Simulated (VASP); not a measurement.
The system is ZrSe2.

```
Zr Se
1.0
     3.79800    0.00000    0.00000
    -1.89900    3.28916    0.00000
     0.00000    0.00000    6.19200
Zr Se
1 2
Cartesian
  0.0000 0.0000 0.0000
  0.0000 2.1928 1.5480
  1.8990 1.0964 4.6440
```

```yaml
Program: VASP 6.6.1
Task: relaxation of cell and atoms
Functional: rev-vdW-DF2
Potentials_or_basis: VASP PAW PBE potentials, release 64 (Zr_sv, Se)
Cutoff: 600 eV
k_mesh: 9 × 9 × 5
Occupations: gaussian, width 0.03 eV
Spin: no spin polarisation
```

At the start: pressure 0.6 GPa; volume 25.78 Å³/atom.

Problem. How do energy, volume and symmetry change on relaxing?

Solution. Over 18 steps the energy falls by 5.8 meV/atom and the volume is 25.18 Å³/atom (-2.4 %); space group P-3m1 (No. 164, to 0.05 Å).

Step by step:
```csv
step,energy change (eV),largest force (eV/Å),pressure (GPa),volume (Å³)
1,0.0000,0.3553,0.63,77.35
2,-0.0072,0.0180,-1.21,78.48
3,-0.0082,0.0757,-0.76,78.19
4,-0.0133,0.0578,-0.26,77.29
5,-0.0136,0.0517,-0.09,77.02
6,-0.0144,0.0635,0.00,76.79
7,-0.0159,0.0971,0.29,76.08
8,-0.0141,0.1614,0.94,74.67
9,-0.0161,0.1163,0.46,75.72
10,-0.0164,0.1031,0.39,75.71
11,-0.0171,0.0625,0.17,75.68
12,-0.0170,0.0170,-0.24,75.60
13,-0.0173,0.0279,-0.02,75.64
14,-0.0173,0.0251,-0.03,75.64
15,-0.0173,0.0214,-0.03,75.63
16,-0.0175,0.0119,-0.03,75.59
17,-0.0175,0.0081,-0.04,75.51
18,-0.0175,0.0033,-0.02,75.53
```

Final structure:
```xyz
3
Lattice="3.7669 0.0000 0.0000 -1.8835 3.2623 0.0000 0.0000 0.0000 6.1463" Properties=species:S:1:pos:R:3 pbc="T T T"
Zr    0.0000    0.0000    0.0000
Se    0.0000    2.1748    1.5947
Se    1.8835    1.0874    4.5517
```

Caveat: the PAW data sets were made with another functional, which shifts forces and pressure a little.
